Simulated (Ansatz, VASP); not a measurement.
# BN in VASP and in Ansatz

```
B N
1.0
     2.52633    0.00000    0.00000
    -1.26317    2.18787    0.00000
     0.00000    0.00000    4.17876
B N
2 2
Cartesian
  1.2632 0.7293 0.0011
  0.0000 1.4586 2.0905
  1.2632 0.7293 1.5659
  0.0000 1.4586 3.6553
```

Alike in both runs: functional r2SCAN; k mesh 12 × 12 × 8; occupations fermi-dirac, width 0.02 eV; no spin polarisation.

Ansatz relaxed the structure, and its values are those at the end. VASP's run is a single point on that final structure, the one shown.

|  | VASP | Ansatz |
| --- | --- | --- |
| version | VASP 6.6.1 | Ansatz 0.2.0 |
| potentials or method | VASP PAW PBE potentials, release 64 (B, N) | PAW plane waves |
| plane-wave cutoff (eV) | 520 | 500 |
| valence electrons in the cell | 16 | 16 |

|  | VASP | Ansatz | Ansatz less VASP |
| --- | --- | --- | --- |
| gap on the k mesh at the Fermi level (eV) | 5.68 | 5.71 | +0.027 |
| pressure (GPa) | 9.7 | 8.1 | -1.52 |

Ansatz warned: «stress_scf_threshold_loose».

Caveats: the PAW data sets were made with another functional, which shifts forces and pressure a little (VASP). r2SCAN opens gaps a little over a GGA but as a rule still falls short of measured ones. A k mesh can miss the band edges.
